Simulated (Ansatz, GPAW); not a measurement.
This is a calculation of AlCu3 for GPAW 26.7.0 (ASE script). Atoms were shifted at random by some hundredths of an Å from the given cell, which wasn't relaxed again for these runs. The cell comes from a database or a generator and needn't be the stable form of this composition.

The input run.py:

```python
from ase import Atoms
from ase.dft.bandgap import bandgap
from ase.io import write
from ase.units import GPa
from gpaw import GPAW, PW, setup_paths

setup_paths.insert(0, '.')

atoms = Atoms(['Cu', 'Cu', 'Cu', 'Al'],
              cell=[[0.0, 2.888010988, 2.888010988],
                    [2.888010988, 0.0, 2.888010988],
                    [2.888010988, 2.888010988, 0.0]],
              scaled_positions=[[0.757208, 0.751435, 0.748156],
                                [0.255633, 0.256945, 0.251367],
                                [0.489428, 0.498275, 0.510877],
                                [-0.005813, -0.015955, 0.006584]],
              pbc=True)

calc = GPAW(mode=PW(600),
            xc='PBEsol',
            kpts={'size': (8, 8, 8), 'gamma': True},
            occupations={'name': 'fermi-dirac', 'width': 0.05},
            nbands=35,
            convergence={'density': 1e-05, 'energy': 1e-05},
            maxiter=150,
            txt='gpaw.txt')
atoms.calc = calc
energy = atoms.get_potential_energy()
forces = atoms.get_forces()
stress = atoms.get_stress()
calc.write('gs.gpw')
write('result.traj', atoms)
print(f'Energy: {energy:.6f} eV')
print('Forces (eV/A):')
print(forces.round(4))
print('Stress (GPa):', (stress / GPa).round(3))
print('Fermi level:', round(calc.get_fermi_level(), 4), 'eV')
print(f'Gap: {bandgap(calc)[0]:.4f} eV, direct: {bandgap(calc, direct=True)[0]:.4f} eV')
```

Potentials or basis: PAW data sets generated in the run's folder for this functional, pw.

Command:

```sh
$ gpaw-setup -f PBEsol Al Cu
$ OMP_NUM_THREADS=1 python run.py
```

Question: What does the same run look like in Ansatz 0.2.0? Potentials or basis there: Ansatz PAW, cutoff 420 eV.

Answer: As run (cutoffs and basis follow the program's own potentials, and thresholds, step limits or extra output files can differ):

File input.yaml:

```yaml
crystal:
  lattice:
    - [0.0, 2.888010988, 2.888010988]
    - [2.888010988, 0.0, 2.888010988]
    - [2.888010988, 2.888010988, 0.0]
  atoms:
    - { symbol: Cu, position: [0.757208, 0.751435, 0.748156] }
    - { symbol: Cu, position: [0.255633, 0.256945, 0.251367] }
    - { symbol: Cu, position: [0.489428, 0.498275, 0.510877] }
    - { symbol: Al, position: [-0.005813, -0.015955, 0.006584] }
hamiltonian:
  xc: pbesol
  pseudopotentials: { kind: paw }
kpoints:
  mp_grid: { grid: [8, 8, 8] }
scf:
  occupations: { method: fermi_dirac, width: 0.05 }
output:
  forces: true
  stress: true
  eigenvalues: true
  write_density: true
  write_potential: true
  elf: true
  volumetric_format: npy
```

Potentials or basis: Ansatz PAW.

Command:

```sh
$ ansatz run input.yaml --threads 1 --pin off --max-ram 3584MiB --backend cpu --events-out ev --progress --plain --runs-dir out
```

Both were run:

|  | GPAW | Ansatz |
| --- | --- | --- |
| Pressure | 1.3 GPa | -0.2 GPa |
| Largest force | 0.710 eV/Å | 0.696 eV/Å |
| Energy over the undisturbed cell | 13.0 meV/atom | 12.7 meV/atom |

Ansatz's pressure holds a Pulay term of +0.10 GPa for its cutoff of 420 eV, which the other run lacks.

The potentials hold 36 and 60 valence electrons a cell.

Ansatz's potentials were made for PBE.

Where Ansatz's input types no cutoff or centring, it takes its own default and a Γ-centred mesh.

Pressure is positive in compression.
